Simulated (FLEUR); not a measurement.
# CdTe (F-43m) in FLEUR: notebook, part 2 of 2

FLEUR MaX-R8.1 (later development tree). Earlier steps stand in the parts before.

## (4) Equation of state, PBE, 31.60 Å³/atom (volume scaled by 0.96)

Changes to inp.xml since step 3:

```diff
@@ -24,3 +24,3 @@
       <xi:include xmlns:xi="http://www.w3.org/2001/XInclude" href="sym.xml"> </xi:include>
-      <bulkLattice scale="0.9795861087">
+      <bulkLattice scale="0.9864848297">
          <bravaisMatrix>
```

Started as:

```
> inpgen -f crystal.txt -profile fast
> # inp.xml edited to the form shown
> fleur_MPI
```

Wall time 72 s (1 thread of Arm Neoverse V1, shared host); peak memory 0.11 GiB.

Results (log left out):

* Free energy: -337227.7239 eV
* Band gap on the k mesh: 1.00 eV, direct
* Valence electrons inside the program's atomic spheres: Te 18.85; Cd 18.46 (radii Te 2.23, Cd 2.48 bohr)

Caveat: the plane-wave cutoff is short for the semicore states, which can make moduli rough; spin-orbit coupling is left out, which moves the levels of the heavy elements.

## (5) Equation of state, PBE, 32.92 Å³/atom

Changes to inp.xml since step 4:

```diff
@@ -24,3 +24,3 @@
       <xi:include xmlns:xi="http://www.w3.org/2001/XInclude" href="sym.xml"> </xi:include>
-      <bulkLattice scale="0.9864848297">
+      <bulkLattice scale="1.0000000000">
          <bravaisMatrix>
```

Started as:

```
> inpgen -f crystal.txt -profile fast
> # inp.xml edited to the form shown
> fleur_MPI
```

Run time: 72 s. Hardware: 1 thread of Arm Neoverse V1, shared host; peak memory 0.12 GiB.

It converged, with:

```yaml
Free_energy: -337227.8138 eV
Band_gap_on_the_k_mesh: 0.87 eV, direct
Valence_electrons_inside_the_program's_atomic_spheres: Te 18.83; Cd 18.43 (radii Te 2.23, Cd 2.48 bohr)
```

Caveat: the plane-wave cutoff is short for the semicore states, which can make moduli rough; spin-orbit coupling is left out, which moves the levels of the heavy elements.

## (6) Equation of state, PBE, 34.24 Å³/atom (volume scaled by 1.04)

Changes to inp.xml since step 5:

```diff
@@ -24,3 +24,3 @@
       <xi:include xmlns:xi="http://www.w3.org/2001/XInclude" href="sym.xml"> </xi:include>
-      <bulkLattice scale="1.0000000000">
+      <bulkLattice scale="1.0131594038">
          <bravaisMatrix>
```

Potentials or basis: all-electron, FLAPW.

Started as:

```
> inpgen -f crystal.txt -profile fast
> # inp.xml edited to the form shown
> fleur_MPI
```

Run time: 78 s. Hardware: 1 thread of Arm Neoverse V1, shared host; peak memory 0.12 GiB.

It converged, with:

* Free energy: -337227.8689 eV
* Band gap on the k mesh: 0.75 eV, direct
* Valence electrons inside the program's atomic spheres: Te 18.81; Cd 18.39 (radii Te 2.23, Cd 2.48 bohr)

Caveat: the plane-wave cutoff is short for the semicore states, which can make moduli rough; spin-orbit coupling is left out, which moves the levels of the heavy elements.

## (7) Equation of state, PBE, 34.90 Å³/atom (volume scaled by 1.06)

Changes to inp.xml since step 6:

```diff
@@ -24,3 +24,3 @@
       <xi:include xmlns:xi="http://www.w3.org/2001/XInclude" href="sym.xml"> </xi:include>
-      <bulkLattice scale="1.0131594038">
+      <bulkLattice scale="1.0196128224">
          <bravaisMatrix>
```

Started as:

```
> inpgen -f crystal.txt -profile fast
> # inp.xml edited to the form shown
> fleur_MPI
```

It took 80 s on 1 thread of Arm Neoverse V1, shared host; peak memory 0.12 GiB.

The run converged. Its results:

```
Free energy                                           : -337227.8844 eV
Band gap on the k mesh                                : 0.69 eV, direct
Valence electrons inside the program's atomic spheres : Te 18.80; Cd 18.38 (radii Te 2.23, Cd 2.48 bohr)
```

Caveat: the plane-wave cutoff is short for the semicore states, which can make moduli rough; spin-orbit coupling is left out, which moves the levels of the heavy elements.

## (8) Equation of state, PBE

No new run: the results of the series are fitted here.

What came out:

- Equilibrium volume: 36.22 Å³/atom (rough: see the caveat)
- Bulk modulus: 38 GPa (rough)

Energy against volume, from the lowest point:
```csv
volume (Å³/atom),energy (meV/atom)
30.947,110.86
31.605,80.25
32.922,35.29
34.239,7.72
34.897,0.00
```

Caveat: small basis for a fit; the minimum lies outside the volumes run; the plane-wave cutoff is short for the semicore states, which can make moduli rough.

## (9) Against experiment

Step 2. Measured gap of CdTe: 1.607 eV (0 K; a printed reference work, data compilation). This calculation gives 0.87 eV (-0.74 eV). Spin-orbit coupling on Cd, Te is left out. The value is that of PBE, without temperature or zero-point motion. Semilocal functionals fall short of measured gaps as a rule.
